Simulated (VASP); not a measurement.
Ni:

```
CELL_PARAMETERS angstrom
2.48875 0.00000 0.00000
-1.24437 2.15532 0.00000
0.00000 0.00000 4.06412
ATOMIC_POSITIONS crystal
Ni 0.33333 0.66667 0.25000
Ni 0.66667 0.33333 0.75000
```

This isn't the form of Ni at room conditions, which is fcc.

| Property | Result |
| --- | --- |
| Program | VASP 6.6.1 |
| Task | relaxation of cell and atoms |
| Functional | r2SCAN |
| Dispersion | rVV10 |
| Potentials or basis | VASP PAW PBE potentials, release 64 (Ni) |
| Cutoff | 600 eV |
| k mesh | 21 × 21 × 10 |
| Occupations | gaussian, width 0.1 eV |
| Spin | collinear spin, ferromagnetic start |
| Starting moments | [1.0, 1.0] μB |

At the start: pressure -8.4 GPa; volume 10.90 Å³/atom.

**Question.** Where does the relaxation end?

**Answer.** Over 10 steps the energy falls by 14.2 meV/atom and the volume is 10.46 Å³/atom (-4.0 %); space group P6_3/mmc (No. 194, to 0.05 Å); moment 1.40 μB per cell.

Step by step:
```tsv
step	energy change (eV)	largest force (eV/Å)	pressure (GPa)	volume (Å³)
1	0.0000	0.0000	-8.38	21.80
2	-0.0015	0.0000	10.27	20.05
3	-0.0273	0.0000	0.22	20.88
4	-0.0273	0.0000	0.37	20.87
5	-0.0284	0.0000	0.17	20.90
6	-0.0284	0.0000	0.12	20.90
7	-0.0284	0.0000	0.11	20.91
8	-0.0284	0.0000	0.11	20.90
9	-0.0284	0.0000	-0.06	20.92
10	-0.0284	0.0000	-0.03	20.92
```

Final structure:
```
Ni
1.0
     2.44002    0.00000    0.00000
    -1.22001    2.11312    0.00000
     0.00000    0.00000    4.05698
Ni
2
Cartesian
  0.0000 1.4087 1.0142
  1.2200 0.7044 3.0427
```

Caveat: the PAW data sets were made with another functional, which shifts forces and pressure a little.
